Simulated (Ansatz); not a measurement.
Computed with Ansatz 0.2.0, DFT PBE, scalar-relativistic, plane waves, PAW. All cells share a 420 eV cutoff and Γ-centred k meshes spaced at most 0.3 Å⁻¹ (0.19 for metals, 2π included).

Temperature and zero-point effects are left out. Larger cells and other orderings weren't all tried, so the list isn't exhaustive. For metals, differences of a few meV/atom aren't resolved. Weakly bound directions are ill-defined at this level, which has no dispersion term (Sr3Cl2 R-3m). No run is spin-polarised.

Task: Which of these relaxed structures of Sr3Cl2 is the lowest in energy?
A.

Space group R-3m:H (No. 166). a = 4.395 Å, b = 4.395 Å, c = 42.686 Å, α = 90.00°, β = 90.00°, γ = 120.00°
```json
{"atom": "Sr", "site": "3a", "symmetry": "-3m", "x": "0.0000", "y": "0.0000", "z": "0.0000"}
{"atom": "Sr", "site": "6c", "symmetry": "3m", "x": "0.0000", "y": "0.0000", "z": "0.2048"}
{"atom": "Cl", "site": "6c", "symmetry": "3m", "x": "0.3333", "y": "0.6667", "z": "0.0337"}
```

B.

Space group R-3c:H (No. 167). a = 7.567 Å, b = 7.567 Å, c = 21.491 Å, α = 90.00°, β = 90.00°, γ = 120.00°
```json
{"atom": "Sr", "site": "18e", "symmetry": ".2", "x": "0.0064", "y": "0.3333", "z": "0.0833"}
{"atom": "Cl", "site": "12c", "symmetry": "3.", "x": "0.6667", "y": "0.3333", "z": "0.1637"}
```

Result: A. The R-3m (No. 166) one; the other lies 69 meV/atom higher.